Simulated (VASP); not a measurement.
# P (P2/m) in VASP: further runs

Runs on P. Level: PBE. Tasks: single point.

Program: VASP 6.6.1. These are calculated values, not measurements. Logs are shortened: lines on timing, memory, paths and dates and some standing lists are left out, and cuts for length are marked.

## (1) The structure

It takes space group P2/m (No. 10, monoclinic). Conventional cell: a = 2.425 Å, b = 2.439 Å, c = 4.852 Å, α = 90.00°, β = 90.24°, γ = 90.00°. P (site symmetry m) has 6 P at 2.42 to 2.44 Å as nearest neighbours.

This isn't the form of P at room conditions, which is orthorhombic.

## (2) Single point, PBE

File INCAR:

```
PREC = Accurate
ENCUT = 520
EDIFF = 1E-6
ISMEAR = 0
SIGMA = 0.1
LREAL = False
LASPH = True
NELM = 100
ALGO = Normal
ISIF = 2
LWAVE = False
LCHARG = False
GGA = PE
ADDGRID = False
```

File KPOINTS:

```
regular mesh
0
Gamma
  14 14 7
```

File POSCAR:

```
P
1.0
    2.4246941115      0.0000000000      0.0000000000
    0.0000000000      2.4385351442      0.0000000000
   -0.0203144631      0.0000000000      4.8524328982
P
2
Direct
   -0.0009640000     -0.0137570000      0.7520410000
    1.0088450000      0.0001830000      0.2407300000
```

Potentials or basis: VASP PAW PBE potentials, release 64 (P).

Command:

```console
> cat potpaw_PBE.64/P/POTCAR > POTCAR
> mpirun -np 1 vasp_std > vasp.out
```

OUTCAR:

```text
PREC = Accurate
   ENCUT = 520
   EDIFF = 1E-6
   ISMEAR = 0
   LREAL = False
   LASPH = True
   NELM = 100
   ISIF = 2
   GGA = PE

 Found    688 irreducible k-points:

 Following reciprocal coordinates:
            Coordinates               Weight
  0.000000  0.000000  0.000000      1.000000
  0.071429  0.000000  0.000000      2.000000
  0.142857  0.000000  0.000000      2.000000
  0.214286  0.000000  0.000000      2.000000
  0.285714  0.000000  0.000000      2.000000
  0.357143  0.000000  0.000000      2.000000
   k-points           NKPTS =    688   k-points in BZ     NKDIM =    688   number of bands    NBANDS=      9
   number of dos      NEDOS =    301   number of ions     NIONS =      2
   total plane-waves  NPLWV =  11664
   dimension x,y,z NGX =    18 NGY =   18 NGZ =   36
   dimension x,y,z NGXF=    36 NGYF=   36 NGZF=   72
   ions per type =               2
   NGX,Y,Z   is equivalent  to a cutoff of  12.34, 12.27, 12.33 a.u.
   NGXF,Y,Z  is equivalent  to a cutoff of  24.68, 24.54, 24.67 a.u.
 SYSTEM =  unknown system
   PREC   = accura    normal or accurate (medium, high low for compatibility)
   ISTART =      0    job   : 0-new  1-cont  2-samecut
   ICHARG =      2    charge: 1-file 2-atom 10-const
   ISPIN  =      1    spin polarized calculation?
   LNONCOLLINEAR =      F non collinear calculations
   LSORBIT =      F    spin-orbit coupling
   LASPH  =      T    aspherical Exc in radial PAW
   ENCUT  =  520.0 eV  38.22 Ry    6.18 a.u.   4.51  4.53  9.02*2*pi/ulx,y,z
   NELM   =    100;   NELMIN=  2; NELMDL= -5     # of ELM steps
   EDIFF  = 0.1E-05   stopping-criterion for ELM
   LREAL  =      F    real-space projection
   EDIFFG = 0.1E-04   stopping-criterion for IOM
   NSW    =      0    number of steps for IOM
   IBRION =     -1    ionic relax: 0-MD 1-quasi-New 2-CG
   NFREE  =      0    steps in history (QN), initial steepest desc. (CG)
   ISIF   =      2    stress and relaxation
   ISYM   =      2    0-nonsym 1-usesym 2-fastsym
   POTIM  = 0.5000    time-step for ionic-motion
   TEBEG  =    0.0;   TEEND  =   0.0 temperature during run
   PSTRESS=    0.0 pullay stress
   NELECT =      10.0000    total number of electrons
   NUPDOWN=      -1.0000    fix difference up-down
   EMIN   =  10.00;   EMAX   =-10.00  energy-range for DOS
   EFERMI =   0.00;   METHOD = LEGACY
   ISMEAR =     0;   SIGMA  =   0.10  broadening in eV -4-tet -1-fermi 0-gaus
   EFERMI_NEDOS =   21; number of points for ismear=-14 and -15
   IALGO  =     38    algorithm
   IMIX   =      4    mixing-type and parameters
     AMIX     =   0.40;   BMIX     =  1.00
     AMIX_MAG =   1.60;   BMIX_MAG =  1.00
  volume/ion in A,a.u.               =      14.35        96.81
  Fermi-wavevector in a.u.,A,eV,Ry     =   1.152107  2.177167 18.059715  1.327352
  Thomas-Fermi vector in A             =   2.288761
   LORBIT       =      0    0 simple, 1 ext, 2 COOP (PROOUT), +10 PAW based schemes
   GGA     = PE    functional components
   LHFCALC =     F    Hartree Fock is set to
   AEXX    =    0.0000 exact exchange contribution
   IVDW    =     0    specifies the selected vdW correction
   LEPSILON=     F    determine dielectric tensor
   LRPA    =     F    only Hartree local field effects (RPA)
 non-spin polarized calculation
 Gauss-broadening in eV      SIGMA  =   0.10
  energy-cutoff  :      520.00
  volume of cell :       28.69
 maximum number of plane-waves:       793
   NGX =  9   NGY =  9   NGZ = 19

 number of electron      10.0000000 magnetization

 Free energy of the ion-electron system (eV)
  ---------------------------------------------------
  ext. energy  EPLUGINS =         0.00000000
  ---------------------------------------------------
  free energy    TOTEN  =       -10.54113350 eV

  energy without entropy =      -10.53780054  energy(sigma->0) =      -10.53946702

 E-fermi :   9.8512     XC(G=0): -11.3405

 val. band max:        9.8485184735   @ k =   0.0714   0.2857   0.4286
 cond. band min:       9.8537162471   @ k =   0.0714   0.2143   0.4286
 fundamental gap:      0.0051977736
 Fermi energy:         9.8511957670

 k-point     1 :       0.0000    0.0000    0.0000
  band No.  band energies     occupation
      1      -6.8087      2.00000
      2      -2.3627      2.00000
      3       1.0688      2.00000
      4      14.7975      0.00000
      5      15.0229      0.00000
      6      15.0490      0.00000
      7      16.5893      0.00000
      8      16.6602      0.00000
      9      17.7352      0.00000

 k-point     2 :       0.0714    0.0000    0.0000
  band No.  band energies     occupation
      1      -6.6902      2.00000
      2      -2.2436      2.00000
      3       1.1762      2.00000
      4      13.0389      0.00000
      5      14.8911      0.00000
      6      15.1254      0.00000
      7      16.1931      0.00000
      8      16.6971      0.00000
      9      17.8176      0.00000

 k-point     3 :       0.1429    0.0000    0.0000
  band No.  band energies     occupation
      1      -6.3364      2.00000
      2      -1.8875      2.00000
      3       1.4949      2.00000
      4      10.4469      0.00000
      5      13.8473      0.00000
      6      15.1697      0.00000
      7      15.4067      0.00000
      8      16.9725      0.00000
      9      18.0776      0.00000

 k-point     4 :       0.2143    0.0000    0.0000
  band No.  band energies     occupation
      1      -5.7533      2.00000
      2      -1.2984      2.00000
      3       2.0128      2.00000
      4       7.9470      2.00000
      5      11.5277      0.00000
      6      15.6181      0.00000
      7      15.8491      0.00000
      8      17.1104      0.00000
      9      17.4397      0.00000

 k-point     5 :       0.2857    0.0000    0.0000
  band No.  band energies     occupation
      1      -4.9552      2.00000
      2      -0.4847      2.00000
      3       2.7007      2.00000
      4       5.6260      2.00000
      5       9.3216      2.00000
      6      14.7725      0.00000
      7      16.2075      0.00000
      8      16.4487      0.00000
      9      17.9733      0.00000

 k-point     6 :       0.3571    0.0000    0.0000
  band No.  band energies     occupation
      1      -3.9786      2.00000
      2       0.5341      2.00000
      3       3.4507      2.00000
      4       3.5891      2.00000
      5       7.2889      2.00000
      6      12.7878      0.00000
      7      16.8706      0.00000
      8      17.1083      0.00000
      9      18.5613      0.00000

 [... further k-points ...]

------------------------ aborting loop because EDIFF is reached ----------------------------------------

  FORCE on cell =-STRESS in cart. coord.  units (eV):
  Direction    XX          YY          ZZ          XY          YZ          ZX
  --------------------------------------------------------------------------------------
  -------------------------------------------------------------------------------------
  Total        0.5544614      0.3394994      0.5269256     -0.0186795     -0.0132578      0.0118954
  in kB       30.9625278     18.9585050     29.4248560     -1.0431099     -0.7403468      0.6642710
  external PRESSURE =      26.4486296 kB  Pullay stress =       0.0000000 kB

 VOLUME and BASIS-vectors are now :
 -----------------------------------------------------------------------------
  energy-cutoff  :      520.00
  volume of cell :       28.69
      direct lattice vectors                 reciprocal lattice vectors
     2.424694112  0.000000000  0.000000000     0.412423157  0.000000000  0.001726589
     0.000000000  2.438535144  0.000000000     0.000000000  0.410082259  0.000000000
    -0.020314463  0.000000000  4.852432898     0.000000000  0.000000000  0.206082190

 POSITION                                       TOTAL-FORCE (eV/Angst)
 -----------------------------------------------------------------------------------
      2.40708      2.40499      3.64923         0.037496      0.055051     -0.010026
      0.01656      0.00045      1.16813        -0.037496     -0.055051      0.010026
 -----------------------------------------------------------------------------------
    total drift:                               -0.000001      0.000000     -0.000001

  FREE ENERGIE OF THE ION-ELECTRON SYSTEM (eV)
  ---------------------------------------------------
  free  energy   TOTEN  =       -10.5411335031 eV

  energy  without entropy=      -10.5378005369  energy(sigma->0) =      -10.53946702
```

It took 1.8 min on 1 thread of Intel Xeon Platinum 8259CL at 2.50GHz (Skylake/Cascade Lake), shared host; peak memory 0.25 GiB.

The run converged, but some of its settings lie outside the range that counts as converged, so its numbers aren't taken as properties of the crystal.

What came out:

| Item | Value |
| --- | --- |
| Free energy | -10.5411 eV |
| Pressure | 2.6 GPa |
| Largest force | 0.067 eV/Å |
| Band gap on the k mesh | none (metal or under the smearing width) |

## (3) Single point, PBE

INCAR: that of step 2 with these lines changed.

```diff
@@ -1,3 +1,3 @@
 PREC = Accurate
-ENCUT = 520
+ENCUT = 340
 EDIFF = 1E-6
```

File KPOINTS:

```
regular mesh
0
Gamma
  17 17 9
```

File POSCAR:

```
P
1.0
    2.4246941115      0.0000000000      0.0000000000
    0.0000000000      2.4385351442      0.0000000000
   -0.0203144631      0.0000000000      4.8524328982
P
2
Direct
    0.0000000300      0.0000000000      0.7494253600
    0.9999999700      0.0000000000      0.2505746400
```

Potentials or basis: VASP PAW PBE potentials, release 64 (P).

Command:

```console
> cat potpaw_PBE.64/P/POTCAR > POTCAR
> mpirun -np 1 vasp_std > vasp.out
```

OUTCAR:

```text
PREC = Accurate
   ENCUT = 340
   EDIFF = 1E-6
   ISMEAR = 0
   LREAL = False
   LASPH = True
   NELM = 100
   ISIF = 2
   GGA = PE

 Found    693 irreducible k-points:

 Following reciprocal coordinates:
            Coordinates               Weight
  0.000000  0.000000  0.000000      1.000000
  0.058824  0.000000  0.000000      2.000000
  0.117647  0.000000  0.000000      2.000000
  0.176471  0.000000 -0.000000      2.000000
  0.235294  0.000000  0.000000      2.000000
  0.294118  0.000000  0.000000      2.000000
   k-points           NKPTS =    693   k-points in BZ     NKDIM =    693   number of bands    NBANDS=      9
   number of dos      NEDOS =    301   number of ions     NIONS =      2
   total plane-waves  NPLWV =   7680
   dimension x,y,z NGX =    16 NGY =   16 NGZ =   30
   dimension x,y,z NGXF=    32 NGYF=   32 NGZF=   60
   ions per type =               2
   NGX,Y,Z   is equivalent  to a cutoff of  10.97, 10.91, 10.28 a.u.
   NGXF,Y,Z  is equivalent  to a cutoff of  21.94, 21.82, 20.56 a.u.
 SYSTEM =  unknown system
   PREC   = accura    normal or accurate (medium, high low for compatibility)
   ISTART =      0    job   : 0-new  1-cont  2-samecut
   ICHARG =      2    charge: 1-file 2-atom 10-const
   ISPIN  =      1    spin polarized calculation?
   LNONCOLLINEAR =      F non collinear calculations
   LSORBIT =      F    spin-orbit coupling
[... 64 lines left out ...]
      4      14.8051      0.00000
      5      15.0122      0.00000
      6      15.0542      0.00000
      7      16.6122      0.00000
      8      16.6785      0.00000
      9      17.7310      0.00000
[... 49 lines left out ...]
 k-point     6 :       0.2941    0.0000    0.0000
  band No.  band energies     occupation
      1      -4.8363      2.00000
      2      -0.3813      2.00000
      3       2.7811      2.00000
      4       5.3762      2.00000
      5       9.0669      2.00000
      6      14.5224      0.00000
      7      16.2910      0.00000
      8      16.5018      0.00000
      9      18.0611      0.00000

 [... further k-points ...]

------------------------ aborting loop because EDIFF is reached ----------------------------------------

  FORCE on cell =-STRESS in cart. coord.  units (eV):
  Direction    XX          YY          ZZ          XY          YZ          ZX
  --------------------------------------------------------------------------------------
  -------------------------------------------------------------------------------------
  Total        0.4583497      0.1442347      0.3474019      0.0000000      0.0000000      0.0505876
  in kB       25.5954063      8.0544298     19.3997974      0.0000000      0.0000000      2.8249387
  external PRESSURE =      17.6832112 kB  Pullay stress =       0.0000000 kB

 VOLUME and BASIS-vectors are now :
 -----------------------------------------------------------------------------
  energy-cutoff  :      340.00
  volume of cell :       28.69
      direct lattice vectors                 reciprocal lattice vectors
     2.424694112  0.000000000  0.000000000     0.412423157  0.000000000  0.001726589
     0.000000000  2.438535144  0.000000000     0.000000000  0.410082259  0.000000000
    -0.020314463  0.000000000  4.852432898     0.000000000  0.000000000  0.206082190

 POSITION                                       TOTAL-FORCE (eV/Angst)
 -----------------------------------------------------------------------------------
     -0.01522      0.00000      3.63654         0.000181      0.000000      0.013220
      2.41960      0.00000      1.21590        -0.000181      0.000000     -0.013220
 -----------------------------------------------------------------------------------
    total drift:                                0.000000      0.000000     -0.000000

  FREE ENERGIE OF THE ION-ELECTRON SYSTEM (eV)
  ---------------------------------------------------
  free  energy   TOTEN  =       -10.5424113418 eV

  energy  without entropy=      -10.5395260520  energy(sigma->0) =      -10.54096870
```

OSZICAR:

```text
N       E                     dE             d eps       ncg     rms          rms(c)
DAV:   1     0.124186110465E+02    0.12419E+02   -0.36136E+03 12554   0.682E+02
DAV:   2    -0.100040425040E+02   -0.22423E+02   -0.21447E+02 19065   0.101E+02
DAV:   3    -0.105347238248E+02   -0.53068E+00   -0.52452E+00 16059   0.169E+01
DAV:   4    -0.105377438256E+02   -0.30200E-02   -0.30183E-02 18414   0.132E+00
DAV:   5    -0.105377558552E+02   -0.12030E-04   -0.12029E-04 16120   0.549E-02    0.672E+00
DAV:   6    -0.105399813753E+02   -0.22255E-02   -0.10153E-03 16621   0.372E-01    0.398E+00
DAV:   7    -0.105421849262E+02   -0.22036E-02   -0.29282E-03 13624   0.625E-01    0.114E-01
DAV:   8    -0.105423880548E+02   -0.20313E-03   -0.13717E-04 15781   0.113E-01    0.256E-02
DAV:   9    -0.105424107786E+02   -0.22724E-04   -0.21022E-05 14448   0.442E-02    0.372E-03
DAV:  10    -0.105424113418E+02   -0.56320E-06   -0.48814E-07 12290   0.632E-03
   1 F= -.10542411E+02 E0= -.10540969E+02  d E =-.288529E-02
```

stdout:

```text
POSCAR found type information on POSCAR P
 POSCAR found :  1 types and       2 ions
 scaLAPACK will be used
 LDA part: xc-table for (Slater+PW92), standard interpolation
 POSCAR, INCAR and KPOINTS ok, starting setup
 FFT: planning ... GRIDC
 FFT: planning ... GRID_SOFT
 FFT: planning ... GRID
 WAVECAR not read
 entering main loop
```

Run time: 59 s. Hardware: 1 thread of Intel Xeon Platinum 8259CL at 2.50GHz (Skylake/Cascade Lake), shared host; peak memory 0.18 GiB.

The run converged, but some of its settings lie outside the range that counts as converged, so its numbers aren't taken as properties of the crystal.

What came out:

```
Free energy            : -10.5424 eV
Pressure               : 1.8 GPa
Largest force          : 0.013 eV/Å
Band gap on the k mesh : none (metal or under the smearing width)
```

(Part 1 of 2 ends here.)
